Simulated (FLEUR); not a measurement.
Co under changes of volume

One of the cells (10.640 Å³/atom); the others are scaled copies at fixed shape and fractional positions:

```
Co
1.0
     2.47200    0.00000    0.00000
    -1.23600    2.14081    0.00000
     0.00000    0.00000    4.02114
Co
2
Direct
  0.66667 0.33333 0.75000
  0.33333 0.66667 0.25000
```

- Program: FLEUR MaX-R8.1 (later development tree)
- Functional: LDA
- Potentials or basis: all-electron
- Basis: FLAPW
- Kmax: 4.69 1/bohr
- k mesh: 12 × 12 × 7
- Occupations: fermi-dirac, width 0.05 eV
- Spin: collinear spin, ferromagnetic start
- Starting moments: [2.0, 2.0] μB

```tsv
volume (Å³/atom)	energy over the lowest point (meV/atom)	moment (μB per cell)
10.002	0.00	2.99
10.215	4.72	3.01
10.640	33.80	3.09
11.066	?	?
11.279	113.46	3.24
```

Q: What does the run at 11.066 Å³/atom give?

A: Energy over the lowest point 82.80 meV/atom; moment 3.20 μB per cell.

Worked out: A Birch-Murnaghan fit of order 2 (a polynomial in V^(-2/3)) to the other rows has its minimum at 9.95 Å³/atom, just outside them, with B0 = V·E''(V) = 252 GPa at fixed shape and positions, which overstates the stiffness. It gives 82.61 meV/atom at 11.066 Å³/atom, against the run's 82.80. A parabola through the other rows of the moment, of slope 0.254 μB per Å³/atom there, gives 3.18 μB, against the run's 3.20.

Energies are extrapolated to zero smearing.
